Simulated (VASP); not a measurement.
C61N2 (a cell with a defect), 63 atoms in the cell. The cell holds a defect, 63 atoms: a = 7.143 Å, b = 7.143 Å, c = 7.143 Å, α = 90.00°, β = 90.00°, γ = 90.00°. The cell was built by a generator and needn't be a form met in nature.

```yaml
Program: VASP 6.6.1
Task: hyperfine couplings
Functional: PBE
Potentials_or_basis: VASP PAW PBE potentials, release 64 (N, C)
Cutoff: 420 eV
k_mesh: 1 × 1 × 1
Occupations: gaussian, width 0.01 eV
Spin: collinear spin, ferromagnetic start
Fixed_moment: 1 μB
Pname: qdf-n2vm-64
Further_INCAR_settings: ALGO = Normal; EDIFF = 1e-07; ISYM = 0; NELECT = 255
```

Potentials or basis: VASP PAW PBE potentials, release 64 (N, C).

The run is started by

```console
$ cat potpaw_PBE.64/N/POTCAR potpaw_PBE.64/C/POTCAR > POTCAR
$ mpirun -np 8 vasp_std > vasp.out
```

Hardware: 8 MPI ranks on Intel(R) Xeon(R) 6975P-C (Granite Rapids), with other jobs on the host.

Q: Estimate the wall time of this run.

A: Wall time 45 s on 8 MPI ranks on Intel(R) Xeon(R) 6975P-C (Granite Rapids), on a shared host, peak memory 0.14 GiB a rank. Counts: scf iterations 17, k points 1.
